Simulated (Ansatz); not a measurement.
The system is TiO.

```
Ti O
1.0
     2.85161    0.00000    0.00000
    -1.42580    2.46956    0.00000
     0.00000    0.00000    5.56750
Ti O
2 2
Direct
  0.66667 0.33333 0.75000
  0.33333 0.66667 0.25000
  0.00000 0.00000 0.50000
  0.00000 0.00000 0.00000
```

The cell comes from a database or a generator and needn't be the stable form of this composition.

Base run:

* Program: Ansatz 0.2.0
* Functional: PBEsol
* Potentials or basis: Ansatz PAW
* Cutoff: 420 eV (not typed: the program's choice for these potentials)
* k mesh: 11 × 11 × 5
* Occupations: fermi-dirac, width 0.05 eV
* Spin: no spin polarisation
* Hubbard terms: Ti d U = 4 eV

Its results: band gap on the k mesh none (metal or under the smearing width); pressure -3.3 GPa.

**Question.** After a change of settings the same cell gave: band gap on the k mesh none (metal or under the smearing width); pressure -6.9 GPa. Which change was it?
A. hubbard terms from Ti d U = 4 eV to Ti d U = 1 eV
B. hubbard terms from Ti d U = 4 eV to Ti d U = 2 eV
C. hubbard terms from Ti d U = 4 eV to none; hubbard projectors from ortho-atomic (the default) to none

**Answer.** B.

Caveats: U without spin polarisation on a metal has little footing; the PAW data sets come from PBE, with cores solved anew for the run's functional, which leaves a small shift of forces and pressure.
